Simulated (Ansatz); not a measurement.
Computed properties of Mg$_{2}$Si

```
Si Mg
1.0
     0.00000    3.18235    3.18235
     3.18235    0.00000    3.18235
     3.18235    3.18235    0.00000
Si Mg
1 2
Direct
  0.00000 0.00000 0.00000
  0.25000 0.25000 0.25000
  0.75000 0.75000 0.75000
```

Atom numbers follow the list: Si1, Mg2, Mg3.

The cell was built from the fluorite type and relaxed in the same program, and has space group Fm-3m; it needn't be a known or the stable phase.

Methods: DFT, PBE, all-electron LAPW, scalar-relativistic (Ansatz 0.2.0); DFT, PBE, PAW with Ansatz's default frozen-core files, scalar-relativistic (Ansatz 0.2.0).

For LAPW: a Γ-centred 10×10×10 k mesh, Fermi–Dirac smearing of 0.05 eV, basis error target 1 meV/atom, no spin polarisation. PAW takes a cutoff of 420 eV at this cell. The Ansatz runs share mesh, smearing and spin set-up. Values come from LAPW unless marked.

- Volume per atom: 21.49 Å³
- Pressure at this cell: -0.02 GPa

Q: Give the computed value. Bader charges (from the PAW run).

A: Si1 -2.96, Mg2 +1.48 e.

Q: Predict this quantity. Smallest direct gap on the path.

A: 1.84 eV.

Q: Give the computed value. Löwdin charges (with 0.35 e of the cell spilling out of the atomic basis, so their sizes and signs hang on that basis).

A: Si1 -2.24, Mg2 1.30 e.

Q: Give the computed value. Band gap.

A: 0.22 eV, indirect from Γ to X (0.5, 0, 0.5) (so small a gap may close at points that the mesh and path miss).
